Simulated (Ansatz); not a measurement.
I need a charge-density difference against the sublattices of ZrH, space group P4_2/mmc. Use the Ansatz DFT code, driven from Python. Settings (first run): PBEsol, PAW, cutoff 460 eV, 7×7×5 k-points, Fermi-Dirac smearing of 0.15 eV.

```
Zr H
1.0
     3.24279    0.00000    0.00000
     0.00000    3.24279    0.00000
     0.00000    0.00000    4.94800
Zr H
2 2
Direct
  0.00000 0.50000 0.00000
  0.50000 0.00000 0.50000
  0.00000 0.00000 0.75000
  0.00000 0.00000 0.25000
```

`run_drho.py`
```python
"""Density of ZrH less that of its sublattices."""

import ansatz as az
import numpy as np

VECTORS = np.array([
    [3.2427917, 0.0, 0.0],
    [0.0, 3.2427917, 0.0],
    [0.0, 0.0, 4.948],
])
SITES = [
    ("Zr", (0.0, 0.5, 0.0)),
    ("Zr", (0.5, 0.0, 0.5)),
    ("H", (0.0, 0.0, 0.75)),
    ("H", (0.0, 0.0, 0.25)),
]


def on_lattice(cell):
    crystal = az.Crystal(lattice=az.Lattice.of(cell))
    for symbol, position in SITES:
        crystal = crystal.atom(symbol, position)
    return crystal


def main() -> None:
    # one cutoff and one grid for all runs, so that the fields can be subtracted
    def solve(crystal):
        return (
            crystal.calculation()
            .occupations(az.OccupationsMethod.FERMI_DIRAC, width=0.15)
            .initial_density(normalization="atom")
            .functional("PBEsol")
            .basis(460, grid_basis="typed")
            .kpoints(7, 7, 5)
            .density()
            .run(threads=1)
        )


    whole = solve(on_lattice(VECTORS))
    difference = whole.density().channels[0].density_e_per_ang3.copy()
    binding = whole.report["free_energy_ev"]
    for element in ["Zr", "H"]:
        part = az.Crystal(lattice=az.Lattice.of(VECTORS))
        for symbol, position in SITES:
            if symbol == element:
                part = part.atom(symbol, position)
        alone = solve(part)
        difference -= alone.density().channels[0].density_e_per_ang3
        binding -= alone.report["free_energy_ev"]
        print(f"{element} sublattice: {alone.report['n_electrons']:g} electrons, {alone.report['n_iterations']} iterations")

    voxel = abs(np.linalg.det(VECTORS)) / difference.size
    print(f"energy of the crystal less its unpolarised sublattices: {binding / len(SITES):.4f} eV/atom")
    print(f"net charge of the difference {difference.sum() * voxel:.5f} e, charge moved {0.5 * np.abs(difference).sum() * voxel:.3f} e")
    print(f"extremes {difference.min():.4f} and {difference.max():.4f} e/A^3")
    for (symbol, position) in SITES:
        index = tuple(int(round(p * n)) % n for p, n in zip(position, difference.shape))
        print(f"  change of the pseudo-density at the grid point nearest {symbol}: {difference[index]:+.4f} e/A^3")


if __name__ == "__main__":
    main()
```

Running `python run_drho.py` prints:
```text
Zr sublattice: 24 electrons, 6 iterations
H sublattice: 2 electrons, 6 iterations
energy of the crystal less its unpolarised sublattices: -1.8352 eV/atom
net charge of the difference -0.00000 e, charge moved 0.476 e
extremes -0.0807 and 0.6935 e/A^3
  change of the pseudo-density at the grid point nearest Zr: -0.0401 e/A^3
  change of the pseudo-density at the grid point nearest Zr: -0.0401 e/A^3
  change of the pseudo-density at the grid point nearest H: +0.6935 e/A^3
  change of the pseudo-density at the grid point nearest H: +0.6935 e/A^3
```

Notes:
- These settings explore the input space; cutoff and mesh may be short of convergence.
- No spin polarisation was allowed.
- For a metal this k-point mesh is coarse: on a finer one energies can move by several to tens of meV an atom and pressures by half a GPa or more, differences at one mesh by less.
- Densities and potentials on the grid are those of the valence electrons, and inside the cores they hang on the potentials used.
- The structure is a deposited one; some such entries were measured under pressure or heat, so a shift against it needn't be the functional's error alone.
- Charge moved counts every rearrangement, bonding and polarisation too, and is no transfer between atoms; the bare sublattices are artificial references. Values near the nuclei depend on the potentials.
- Timing: 3.1 s on 1 thread of Arm Neoverse V2 (shared host), peak memory 0.37 GiB.

(Lines on the test bed's own set-up are left out of the output.)
